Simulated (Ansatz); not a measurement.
A 3-atom cell of CaF2 started from a crystallographic database: an Ansatz output whose functional has been blanked. The geometry is the r2SCAN minimum.

```
CELL_PARAMETERS angstrom
0.00000 2.71959 2.71959
2.71959 0.00000 2.71959
2.71959 2.71959 0.00000
ATOMIC_POSITIONS crystal
Ca 0.00000 0.00000 0.00000
F 0.25000 0.25000 0.25000
F 0.75000 0.75000 0.75000
```

```
Crystal: 3 atoms, lattice volume = 40.229 Å³
Basis set: ecut = 420 eV, 749 PW (Γ)
Bands: 16, of which v1, the nominal top of the filled ones, is band 12 counted from 1 (11 counted from 0)
Symmetry: 48 space group operations
Space group: Fm-3m (ITA 225)
k-points: 16 of 216
[warm-up without exact exchange]
SCF 1 stopped early in 2 iterations: F = -3439.795059 eV  dr2 = 4.85e-6
[exact exchange on]
SCF 2 stopped early in 7 iterations: F = -3440.367442 eV  dr2 = 2.97e-7
hybrid outer 1: dexx = +9.771e-3 eV, tail = 1.42e-5 eV
SCF 3 converged in 3 iterations: F = -3440.367604 eV  dr2 = 3.90e-9
hybrid outer 2: dexx = +2.843e-7 eV, tail = 1.43e-8 eV, Δε = 1.03e-3 eV
NSCF: frozen V_eff on 7 k-points
hybrid SCF converged: 2 outer / 10 inner (+2 warm-up)
Free energy (F): -3440.367604 eV
Fermi energy:    1.834438 eV
--- Per-component energies (eV) ---
  E_band       = -236.403221
  E_kinetic    = 698.238201
  E_local      = -1780.697899
  E_nonlocal   = 207.104853
  E_hartree    = 635.701739
  E_xc         = -239.140361
  E_vxc        = -300.350789
  E_exx        = -82.490532
  E_paw        = -1238.633574
  E_vpaw       = -167.123273
  E_ewald      = -1640.241487
  E_core_change = -0.212621
--- Forces (eV/Å), atoms counted from 1 ---
  atom   1  Ca      0.00000      0.00000      0.00000
  atom   2  F       0.00000      0.00000      0.00000
  atom   3  F       0.00000      0.00000      0.00000
--- Stress (GPa, compression-positive) ---
        1.352047       0.000000       0.000000
        0.000000       1.352047       0.000000
        0.000000       0.000000       1.352047
  P = ⅓ Tr σ = 1.3520 GPa (13.520 kbar)
--- Band table (eV; the first three rows and the last of 16) ---
  k-point 0: bands = […, -0.3957, -0.3957, -0.3957, 1.5652, 1.5652, 1.5652, 11.2839, 13.6933, 13.6933, 16.0148]
  k-point 1: bands = […, -0.2666, -0.2666, -0.1661, 1.2637, 1.4369, 1.4369, 11.9714, 13.7493, 13.7493, 15.7441]
  k-point 2: bands = […, 0.0398, 0.0398, 0.2794, 0.7486, 1.1432, 1.1432, 13.3020, 13.8651, 13.8651, 15.3881]
  k-point 15: bands = […, -0.7597, -0.1962, 0.3956, 1.0862, 1.5253, 1.7686, 12.5803, 14.2894, 14.4814, 14.9076]
```

bands.tsv, columns around the gap (it counts bands from 0):
```tsv
# k_distance	band_7	band_8	band_9	band_10	band_11	band_12	band_13	band_14	band_15
# fermi_ev = 1.834438
# [0, 0, 0] at k_distance = 0.000000
# [0.5, 0, 0.5] at k_distance = 1.155170
# [0.625, 0.25, 0.625] at k_distance = 1.563585
# [0.375, 0.375, 0.75] at k_distance = 2.270979
# [0.5, 0.5, 0.5] at k_distance = 2.978373
# [0.5, 0.25, 0.75] at k_distance = 3.795202
# [0, 0.5, 0.5] at k_distance = 5.086722
# levels_relative_to = fermi_ev
0.000	-2.230	-2.230	-0.269	-0.269	-0.269	9.449	11.859	11.859	14.180
1.155	-1.757	-1.757	-0.371	-0.371	0.000	10.494	12.272	12.942	13.793
1.564	-1.832	-1.598	-0.668	-0.461	-0.099	10.781	12.463	12.602	13.158
2.271	-1.832	-1.598	-0.668	-0.461	-0.099	10.781	12.463	12.602	13.158
2.978	-1.582	-1.356	-1.297	-0.893	-0.893	12.090	12.090	12.505	12.889
3.795	-2.232	-1.104	-1.104	-0.279	-0.097	10.851	12.525	12.704	12.704
5.087	-1.757	-1.757	-0.371	-0.371	0.000	10.494	12.272	12.942	13.793
```
In order the rows are Γ, X, U, K, L, W, X.

**Question.** Which functional gave these numbers?
A. r2SCAN0
B. r2SCANh
C. LC-ωPBE
D. HSE06

**Answer.** D. HSE06. The exchange loop and the term E_exx show exact exchange. With HSE06 the valence top lies at X and the conduction bottom at Γ, 9.45 eV higher; the smallest vertical gap, at Γ, is 9.72 eV. Among hybrids the size of the gap and of E_exx follows the share and range of exact exchange. The stress of a hybrid is loosely converged here. Within one family of functionals the choice rests on the size of the gap and stress, not on a line of the log.

Run as `ansatz run input.yaml --threads 2 --pin off --max-ram 2211MiB --backend cpu --events-out ev --progress --plain --runs-dir out`.

Spin-unpolarised throughout; all numbers are computed.

The meshes of the hybrids are coarse, so their gaps aren't converged to the digits shown.
